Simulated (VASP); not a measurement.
**CdSe in VASP: one cell, several levels of theory, part 1 of 3**

CdSe in the zincblende structure is computed at one geometry. Runs: PBE, r2SCAN, LDA, PBEsol, PBE+SOC. The results are then set beside those of Ansatz 0.2.0 for the same cell.

Code: VASP 6.6.1. PAW datasets, plane waves. (Simulation; spin polarisation is off.)

## (1) The cell

The cell comes from an earlier relaxation with r2SCAN in another program.

The symmetry is F-43m (No. 216, cubic); a = 6.136 Å in the conventional setting, 28.87 Å³ an atom. Around Cd lie 4 Se at 2.66 Å; around Se lie 4 Cd at 2.66 Å.

The structure in full:

```cif
data_structure
_symmetry_space_group_name_H-M 'P 1'
_symmetry_Int_Tables_number 1
_cell_length_a 4.3385
_cell_length_b 4.3385
_cell_length_c 4.3385
_cell_angle_alpha 60.000
_cell_angle_beta 60.000
_cell_angle_gamma 60.000
_cell_volume 57.74
loop_
_atom_site_label
_atom_site_type_symbol
_atom_site_fract_x
_atom_site_fract_y
_atom_site_fract_z
_atom_site_occupancy
Cd1 Cd 0.00000 0.00000 0.00000 1
Se1 Se 0.25000 0.25000 0.25000 1
```

## (2) PBE at this geometry

The input, INCAR:

```
ENCUT = 520.000000
SIGMA = 0.020000
EDIFF = 1.00e-07
GGA = PE
PREC = Accurate
IBRION = -1
ISIF = 2
ISMEAR = -1
NBANDS = 16
NELM = 120
NSW = 0
LASPH = .TRUE.
LCHARG = .TRUE.
LELF = .TRUE.
LWAVE = .FALSE.
LREAL = .FALSE.
```

The input, KPOINTS:

```
KPOINTS created by Atomic Simulation Environment
0
Gamma
8 8 8
0 0 0
```

The input, KPOINTS_OPT:

```
special points
6
Reciprocal
0.0000000000 0.0000000000 0.0000000000 1
0.5000000000 0.0000000000 0.5000000000 1
0.5000000000 0.2500000000 0.7500000000 1
0.3750000000 0.3750000000 0.7500000000 1
0.5000000000 0.5000000000 0.5000000000 1
0.6250000000 0.2500000000 0.6250000000 1
```

The input, POSCAR:

```
Cd Se
 1.0000000000000000
    -0.0000000000000000    3.0677809653893693    3.0677809653893693
     3.0677809653893693    0.0000000000000000    3.0677809653893693
     3.0677809653893693    3.0677809653893693    0.0000000000000000
 Cd  Se
   1   1
Cartesian
  0.0000000000000000  0.0000000000000000  0.0000000000000000
  1.5338904826946846  1.5338904826946846  1.5338904826946846
```

Potentials: the recommended PBE PAW datasets, 18 valence electrons in the neutral cell.

Command:

```
> mpirun -np 1 vasp_std
```

Standard output, without the iteration lines:

```text
POSCAR found type information on POSCAR CdSe
 POSCAR found :  2 types and       2 ions
 LDA part: xc-table for (Slater+PW92), standard interpolation
 POSCAR, INCAR and KPOINTS ok, starting setup
 FFT: planning ... GRIDC
 FFT: planning ... GRID_SOFT
 FFT: planning ... GRID
 WAVECAR not read
 entering main loop
 Start KPOINTS_OPT (optional k-point list driver)
k-point batch [1-6\6]
```

OSZICAR:

```text
N       E                     dE             d eps       ncg     rms          rms(c)
DAV:   1     0.106330176694E+03    0.10633E+03   -0.87710E+03   952   0.100E+03
DAV:   2    -0.186220475228E+01   -0.10819E+03   -0.10241E+03  1176   0.248E+02
DAV:   3    -0.585078523648E+01   -0.39886E+01   -0.39830E+01  1072   0.493E+01
DAV:   4    -0.586783164621E+01   -0.17046E-01   -0.17046E-01  1208   0.325E+00
DAV:   5    -0.586794000702E+01   -0.10836E-03   -0.10836E-03  1080   0.224E-01    0.589E+00
DAV:   6    -0.550919552669E+01    0.35874E+00   -0.54746E-01  1368   0.868E+00    0.470E+00
DAV:   7    -0.548779791771E+01    0.21398E-01   -0.14104E-01  1080   0.249E+00    0.204E+00
DAV:   8    -0.548871907931E+01   -0.92116E-03   -0.13049E-02  1112   0.137E+00    0.246E-01
DAV:   9    -0.548891133768E+01   -0.19226E-03   -0.13834E-03  1096   0.473E-01    0.464E-02
DAV:  10    -0.548898011226E+01   -0.68775E-04   -0.15431E-04  1192   0.153E-01    0.434E-02
DAV:  11    -0.548902984203E+01   -0.49730E-04   -0.81735E-05  1128   0.569E-02    0.166E-02
DAV:  12    -0.548902959483E+01    0.24720E-06   -0.19350E-06  1072   0.166E-02    0.611E-03
DAV:  13    -0.548903021254E+01   -0.61771E-06   -0.17386E-06  1152   0.675E-03    0.292E-03
DAV:  14    -0.548903019095E+01    0.21592E-07   -0.57995E-08   888   0.190E-03
   1 F= -.54890302E+01 E0= -.54890302E+01  d E =-.384555E-08
       N       E                     dE             ncg
DAV:   1     0.111386752685E+04   -0.30579E+04      200
DAV:   2     0.491621560284E+03   -0.62225E+03      232
DAV:   3     0.468571461561E+03   -0.23050E+02      248
DAV:   4     0.468483896615E+03   -0.87565E-01      240
DAV:   5     0.468483250068E+03   -0.64655E-03      256
DAV:   6     0.468483241069E+03   -0.89986E-05      232
DAV:   7     0.468483240907E+03   -0.16175E-06      248
DAV:   8     0.468483240904E+03   -0.35856E-08      184
```

The lines after F= are the extra pass for the points of KPOINTS_OPT, at fixed density; their E is not a total energy.

OUTCAR, selected sections:

```text
k-points           NKPTS =     29   k-points in BZ     NKDIM =     29   number of bands    NBANDS=     16

   NELECT =      18.0000    total number of electrons

   dimension x,y,z NGX =    32 NGY =   32 NGZ =   32
   dimension x,y,z NGXF=    64 NGYF=   64 NGZF=   64

  energy-cutoff  :      520.00
  volume of cell :       57.74
      direct lattice vectors                 reciprocal lattice vectors
     0.000000000  3.067780965  3.067780965    -0.162984257  0.162984257  0.162984257
     3.067780965  0.000000000  3.067780965     0.162984257 -0.162984257  0.162984257
     3.067780965  3.067780965  0.000000000     0.162984257  0.162984257 -0.162984257

 k-points in reciprocal lattice and weights: KPOINTS created by Atomic Simulation Env
   0.00000000  0.00000000  0.00000000       0.002
   0.12500000  0.00000000  0.00000000       0.016
   0.25000000  0.00000000  0.00000000       0.016
   0.37500000  0.00000000  0.00000000       0.016
   0.50000000  0.00000000  0.00000000       0.008
   0.12500000  0.12500000  0.00000000       0.012
   0.25000000  0.12500000  0.00000000       0.047
   0.37500000  0.12500000  0.00000000       0.047
[... 21 more k-points ...]

 E-fermi :   1.0263

 k-point     1 :       0.0000    0.0000    0.0000
  band No.  band energies     occupation
      1     -11.7124      2.00000
      2      -7.1119      2.00000
      3      -7.1119      2.00000
      4      -7.1119      2.00000
      5      -6.7649      2.00000
      6      -6.7649      2.00000
      7       0.7377      2.00000
      8       0.7377      2.00000
      9       0.7377      2.00000
     10       1.2925      0.00000
     11       6.6714      0.00000
     12       6.6714      0.00000
     13       6.6714      0.00000
     14      10.4186      0.00000
     15      11.7776      0.00000
     16      11.7776      0.00000

 k-point     2 :       0.1250    0.0000    0.0000
  band No.  band energies     occupation
      1     -11.6620      2.00000
      2      -7.0959      2.00000
      3      -7.0959      2.00000
      4      -7.0653      2.00000
      5      -6.7657      2.00000
      6      -6.7657      2.00000
      7      -0.4542      2.00000
      8       0.6186      2.00000
      9       0.6186      2.00000
     10       2.2902      0.00000
     11       6.4557      0.00000
     12       6.8675      0.00000
     13       6.8675      0.00000
     14      11.0296      0.00000
     15      11.0296      0.00000
     16      11.1417      0.00000

 k-point     3 :       0.2500    0.0000    0.0000
  band No.  band energies     occupation
      1     -11.5388      2.00000
      2      -7.0610      2.00000
      3      -7.0610      2.00000
      4      -6.9094      2.00000
      5      -6.7628      2.00000
      6      -6.7628      2.00000
      7      -1.8630      2.00000
      8       0.3554      2.00000
      9       0.3554      2.00000
     10       2.9885      0.00000
     11       6.6647      0.00000
     12       7.1758      0.00000
     13       7.1758      0.00000
     14      10.7865      0.00000
     15      10.7865      0.00000
     16      10.8310      0.00000

 k-point     4 :       0.3750    0.0000    0.0000
  band No.  band energies     occupation
      1     -11.4143      2.00000
      2      -7.0332      2.00000
      3      -7.0332      2.00000
      4      -6.7511      2.00000
      5      -6.7510      2.00000
      6      -6.6523      2.00000
      7      -3.0133      2.00000
      8       0.1177      2.00000
      9       0.1177      2.00000
     10       3.1142      0.00000
     11       7.2172      0.00000
     12       7.2172      0.00000
     13       7.5720      0.00000
     14      10.5222      0.00000
     15      11.6427      0.00000
     16      11.6427      0.00000

 k-point     5 :       0.5000    0.0000    0.0000
  band No.  band energies     occupation
      1     -11.3625      2.00000
      2      -7.0243      2.00000
      3      -7.0243      2.00000
      4      -6.7430      2.00000
      5      -6.7430      2.00000
      6      -6.4892      2.00000
      7      -3.5003      2.00000
      8       0.0250      2.00000
      9       0.0250      2.00000
     10       3.0980      0.00000
     11       7.1741      0.00000
     12       7.1741      0.00000
     13       8.0848      0.00000
     14      10.7128      0.00000
     15      12.7974      0.00000
     16      12.7974      0.00000

 k-point     6 :       0.1250    0.1250    0.0000
  band No.  band energies     occupation
      1     -11.6452      2.00000
      2      -7.0804      2.00000
      3      -7.0804      2.00000
      4      -7.0704      2.00000
      5      -6.7752      2.00000
      6      -6.7570      2.00000
      7      -0.4953      2.00000
      8       0.4165      2.00000
      9       0.4165      2.00000
     10       2.6404      0.00000
     11       5.9811      0.00000
     12       7.1530      0.00000
     13       7.1530      0.00000
     14       9.9198      0.00000
     15      11.6153      0.00000
     16      11.9120      0.00000

 k-point     7 :       0.2500    0.1250    0.0000
  band No.  band energies     occupation
      1     -11.5465      2.00000
      2      -7.0566      2.00000
      3      -7.0431      2.00000
      4      -6.9585      2.00000
      5      -6.7764      2.00000
      6      -6.7495      2.00000
      7      -1.5304      2.00000
      8       0.1107      2.00000
      9       0.1465      2.00000
     10       3.4027      0.00000
     11       5.7748      0.00000
     12       7.4153      0.00000
     13       7.6016      0.00000
     14       9.5416      0.00000
     15      11.7074      0.00000
     16      12.1466      0.00000

 k-point     8 :       0.3750    0.1250    0.0000
  band No.  band energies     occupation
      1     -11.4227      2.00000
      2      -7.0293      2.00000
      3      -7.0114      2.00000
      4      -6.8073      2.00000
      5      -6.7409      2.00000
      6      -6.6869      2.00000
      7      -2.6601      2.00000
      8      -0.2049      2.00000
      9      -0.1146      2.00000
     10       3.7202      0.00000
     11       6.3191      0.00000
     12       7.3997      0.00000
     13       7.7245      0.00000
     14      10.3477      0.00000
     15      11.7688      0.00000
     16      12.2345      0.00000

[... the tables of k-points 9 to 29 left out ...]

  Total        0.6096898      0.6096898      0.6096898      0.0000000      0.0000000      0.0000000
  in kB       16.9167330     16.9167330     16.9167330      0.0000000      0.0000000      0.0000000
  external PRESSURE =      16.9167330 kB  Pullay stress =       0.0000000 kB

 POSITION                                       TOTAL-FORCE (eV/Angst)
 -----------------------------------------------------------------------------------
      0.00000      0.00000      0.00000        -0.000000     -0.000000     -0.000000
      1.53389      1.53389      1.53389         0.000000      0.000000      0.000000
 -----------------------------------------------------------------------------------
    total drift:                               -0.000000     -0.000000     -0.000000

  FREE ENERGIE OF THE ION-ELECTRON SYSTEM (eV)
  ---------------------------------------------------
  free  energy   TOTEN  =        -5.4890301909 eV

  energy  without entropy=       -5.4890301871  energy(sigma->0) =       -5.48903019
```

Hardware: 1 MPI rank of Intel Xeon Platinum 8488C, shared host.

The levels at the points of KPOINTS_OPT are read from vasprun.xml.

Near the gap, in eV above the top of the last filled band v; c is the band after it:

```tsv
point	v−1	v	c	c+1
Γ	0.00	0.00	0.55	5.93
X	-1.77	-1.77	3.19	3.73
W	-2.14	-2.10	4.93	5.22
K	-2.41	-1.45	3.71	5.10
L	-0.71	-0.71	2.36	6.44
U	-2.41	-1.45	3.71	5.10
```

The PBE gap is 0.55 eV, direct at Γ. Pressure: 1.69 GPa; the forces vanish within 0.01 eV/Å.

The maps below are laid out on this run's own conventional cell (a, b, c = 6.136, 6.136, 6.136 Å).

Density in a lattice plane of the grid's cell (edges 6.14 and 6.14 Å, at 0.000 of the third edge), which holds Cd.

Values in e/Å³, 12 rows by 12 columns:
```
4.36 1.96 0.29 0.08 0.04 0.02 0.01 0.02 0.04 0.08 0.29 1.97
0.47 0.29 0.15 0.10 0.07 0.04 0.03 0.04 0.07 0.10 0.15 0.29
0.08 0.08 0.10 0.12 0.10 0.08 0.08 0.08 0.10 0.11 0.10 0.08
0.03 0.04 0.07 0.10 0.15 0.29 0.47 0.29 0.15 0.10 0.07 0.04
0.01 0.02 0.04 0.08 0.29 1.96 4.36 1.97 0.29 0.08 0.04 0.02
0.01 0.01 0.03 0.08 0.47 4.36 9.93 4.36 0.47 0.08 0.03 0.01
0.01 0.02 0.04 0.08 0.29 1.97 4.36 1.96 0.29 0.08 0.04 0.02
0.03 0.04 0.07 0.10 0.15 0.29 0.47 0.29 0.15 0.10 0.07 0.04
0.08 0.08 0.10 0.11 0.10 0.08 0.08 0.08 0.10 0.12 0.10 0.08
0.47 0.29 0.15 0.10 0.07 0.04 0.03 0.04 0.07 0.10 0.15 0.29
4.36 1.97 0.29 0.08 0.04 0.02 0.01 0.02 0.04 0.08 0.29 1.96
9.93 4.36 0.47 0.08 0.03 0.01 0.01 0.01 0.03 0.08 0.47 4.36
```
Columns run along the first of these edges and rows up along the second, over one cell in 12 and 12 even steps from the bottom left corner. Atoms in the plane (fractional): Cd at (0.00, 0.00), Cd at (0.50, 0.50).

ELF in the same plane.

Ten even steps from '0' (0.01) to '9' (0.49):
```
002543211000000011234520
235533332100000123333553
554335665310001356653345
333457886421112468875333
223479997432223479997432
112468875333333357886421
001356653345554335665310
000123333553235533332100
000011234520002543211000
000001234410101443210000
000011234520002543211000
000123333553235533332100
001356653345554335665310
112468875333333457886421
223479997432223479997432
333357886421112468875333
554335665310001356653345
235533332100000123333553
002543211000000011234520
101443210000000001234410
```
Columns run along the first of these edges and rows up along the second, over one cell in 24 and 20 even steps from the bottom left corner. Atoms in the plane (fractional): Cd at (0.00, 0.00), Cd at (0.50, 0.50).

Both are smooth fields of the valence electrons: close to the nuclei they are not physical.

The highest ELF values outside the cores: 0.88 in the shell around Se, 0.8 Å from Se.

(Continued in part 2 of 3.)
